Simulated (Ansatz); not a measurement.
# GaP: the cost of one run

Method: DFT LDA, scalar-relativistic, plane waves, PAW, and further levels as typed in the inputs, in Ansatz 0.2.0.

### Step 1. Starting point

Symmetry: F-43m, No. 216, cubic system. The conventional cell has a = 5.450 Å, b = 5.450 Å, c = 5.450 Å, α = 90.00°, β = 90.00°, γ = 90.00°. Ga (site symmetry -43m) is surrounded by 4 P at 2.36 Å. P (site symmetry -43m) is surrounded by 4 Ga at 2.36 Å.

Coordinates:

```
Ga P
1.0
     0.00000    2.72500    2.72500
     2.72500    0.00000    2.72500
     2.72500    2.72500    0.00000
Ga P
1 1
Direct
  0.00000 0.00000 0.00000
  0.25000 0.25000 0.25000
```

### Step 2. Relaxing cell and atoms: GaP, no spin

Contents of input.yaml:

```yaml
crystal:
  lattice:
    - [0.0, 2.725, 2.725]
    - [2.725, 0.0, 2.725]
    - [2.725, 2.725, 0.0]
  atoms:
    - { symbol: Ga, position: [0.0, 0.0, 0.0] }
    - { symbol: P, position: [0.25, 0.25, 0.25] }
scf:
  occupations: { method: gaussian, width: 0.01 }
output:
  forces: true
  stress: true
  eigenvalues: true
  write_density: true
  write_potential: true
  elf: true
  volumetric_format: npy
hamiltonian:
  xc: lda
relax:
  f_tol: 0.005
  max_steps: 60
  cell: { stress_tol: 0.03 }
kpoints:
  mp_grid: { grid: [8, 8, 8] }
```

The run is started by

```sh
$ ansatz run input.yaml --threads 8 --pin off --max-ram 24576MiB --backend cpu --events-out ev --progress --plain --runs-dir out
```

**Question.** How long does this run take on 8 threads of AMD EPYC 7R43 (Zen 3), shared host, and how much memory does it need?

About 2.2 s, with a peak of 0.39 GiB.
